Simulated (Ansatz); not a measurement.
Here is an Ansatz 0.2.0 calculation.

Contents of input.yaml:

```yaml
crystal:
  lattice:
    - [3.27188478, 0.0, 0.0]
    - [0.0, 3.27188478, 0.0]
    - [0.0, 0.0, 3.27188478]
  atoms:
    - { symbol: In, position: [0.0, 0.0, 0.0] }
    - { symbol: Pd, position: [0.5, 0.5, 0.5] }
hamiltonian:
  xc: pbe
  pseudopotentials: { kind: paw }
kpoints:
  mp_grid: { grid: [8, 8, 8] }
scf:
  occupations: { method: gaussian, width: 0.023 }
output:
  forces: true
  stress: true
  eigenvalues: true
```

Potentials or basis: Ansatz PAW.

Run with:

```bash
$ ansatz run input.yaml --threads 2 --pin off --max-ram 5632MiB --backend cpu --events-out ev --progress --plain --runs-dir out
```

Question: Estimate the pressure.

Answer: 3.7 GPa.

Question: Estimate the band gap on the k mesh.

Answer: None (metal or under the smearing width).
